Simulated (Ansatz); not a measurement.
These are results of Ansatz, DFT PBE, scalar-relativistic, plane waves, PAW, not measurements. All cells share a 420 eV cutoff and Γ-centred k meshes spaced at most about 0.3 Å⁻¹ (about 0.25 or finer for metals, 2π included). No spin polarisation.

Each guess is relaxed in cell and atoms at zero pressure, on a coarse mesh first where it starts far from rest and then on a converged one. The steps can't lower the symmetry of the start, but it can rise. Energies are static (0 K, no zero-point motion).

Two unrelaxed guesses for SrSn₂O₃:

A.

```yaml
crystal:
  lattice:
    - [4.02940, 0.00000, 0.00000]
    - [-2.01470, 3.48956, 0.00000]
    - [0.00000, 0.00000, 8.50072]
  atoms:
    - { symbol: Sr, position: [0.00000, 0.00000, 0.50000] }
    - { symbol: Sn, position: [0.00000, 0.00000, 0.13602] }
    - { symbol: Sn, position: [0.00000, 0.00000, 0.86398] }
    - { symbol: O, position: [0.50000, 0.00000, 0.50000] }
    - { symbol: O, position: [0.00000, 0.50000, 0.50000] }
    - { symbol: O, position: [0.50000, 0.50000, 0.50000] }
```

B.

```yaml
crystal:
  lattice:
    - [-3.38247, 3.38247, 3.01197]
    - [3.38247, -3.38247, 3.01197]
    - [3.38247, 3.38247, -3.01197]
  atoms:
    - { symbol: Sr, position: [0.00000, 0.00000, 0.00000] }
    - { symbol: Sn, position: [0.75000, 0.25000, 0.50000] }
    - { symbol: Sn, position: [0.25000, 0.75000, 0.50000] }
    - { symbol: O, position: [0.50000, 0.50000, 0.00000] }
    - { symbol: O, position: [0.50000, 0.00000, 0.50000] }
    - { symbol: O, position: [0.00000, 0.50000, 0.50000] }
```

Problem. Which guess leads to the lower structure, and by how much?

Solution. B ends lower, by 0.85 eV/atom. A: P6/mmm at 19.9 Å³/atom → P6/mmm at 31.6 Å³/atom; B: I4/mmm at 23.0 Å³/atom → I4/mmm at 18.2 Å³/atom. Counting O atoms around Sn and Sr (those within 1.25 times the shortest such distance or 1.15 times the sum of covalent radii; the shortest distance is added where it is long for a bond), the end of A has Sr 6, Sn 6 from 4.3 Å and the end of B has Sr 4, Sn 2. End of A. Conventional cell: a = 4.695 Å, c = 9.929 Å. Around Sr lie 6 O at 2.35 Å and 2 Sn at 3.55 Å; around Sn lie 1 Sn at 2.82 Å and 1 Sr at 3.55 Å; around O lie 4 O at 2.35 Å and 2 Sr at 2.35 Å. End of B. Conventional cell: a = 4.825 Å, c = 9.382 Å. Sr is surrounded by 4 O at 2.41 Å and 8 Sn at 3.36 Å; Sn has 2 O at 2.35 Å, 4 O at 3.36 Å and 4 Sr at 3.36 Å; around O on a site of symmetry 4/mmm lie 4 O at 2.41 Å (long contacts); 1 more site not described.

Ends held by symmetry can be saddle points. Neither end is the lowest form computed: that has space group P6mm (No. 183) and lies 1.00 eV/atom below the better end. Some types were kept out of the candidates beforehand, so the set may lack a known form.
